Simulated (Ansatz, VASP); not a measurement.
# TaN: VASP beside Ansatz

The input INCAR:

```
PREC = Accurate ; ENCUT = 520
EDIFF = 1E-6 ; ISMEAR = -1
SIGMA = 0.02 ; LREAL = F
LASPH = T ; NELM = 80
ALGO = Normal ; ISIF = 2
LWAVE = F ; LCHARG = F
GGA = PE ; NBANDS = 15
```

File KPOINTS:

```
regular mesh
0
Gamma
  12 12 10
```

The input POSCAR:

```
TaN
1.0
    2.8785330664      0.0000000000      0.0000000000
   -1.4392665332      2.4928827612      0.0000000000
    0.0000000000      0.0000000000      2.8246473979
Ta N
1 1
Direct
    0.3333333333      0.6666666667      0.5000000000
    0.0000000000      0.0000000000      0.0000000000
```

Input for Ansatz:

```yaml
crystal:
  lattice:
    - [2.8785330664, 0.0, 0.0]
    - [-1.4392665332, 2.4928827612, 0.0]
    - [0.0, 0.0, 2.8246473979]
  atoms:
    - { symbol: Ta, position: [0.3333333333, 0.6666666667, 0.5] }
    - { symbol: "N", position: [0.0, 0.0, 0.0] }
kpoints:
  mp_grid: { grid: [12, 12, 10] }
scf:
  occupations: { method: fermi_dirac, width: 0.02 }
hamiltonian:
  xc: pbe
  pseudopotentials: { kind: all_electron, lapw: { basis_error: 0.0005 } }
output:
  forces: true
  stress: true
  eigenvalues: true
```

Change from the starting cell: volume scaled by 0.9405.

Alike in both runs: task single point; functional PBE; k mesh 12 × 12 × 10; occupations fermi-dirac, width 0.02 eV; no spin polarisation.

```csv
,VASP,Ansatz
version,VASP 6.6.1,Ansatz 0.2.0
potentials or method,"VASP PAW PBE potentials, release 64 (Ta_pv, N)","all-electron LAPW, scalar-relativistic"
plane-wave cutoff (eV),520,see its input
```

|  | VASP | Ansatz | Ansatz less VASP |
| --- | --- | --- | --- |
| pressure (GPa) | 30.7 | 29.7 | -1.07 |
| largest component of the traceless stress (GPa) | 2.81 | 2.63 | -0.175 |

Ansatz ran all-electron here, so the differences hold the error of VASP's frozen core and of both bases.

Caveats: so large a pressure means that the cell lies far from this level's equilibrium, or that cutoff or potentials fall short (VASP). Spin-orbit coupling is left out, which matters for the levels of Ta.
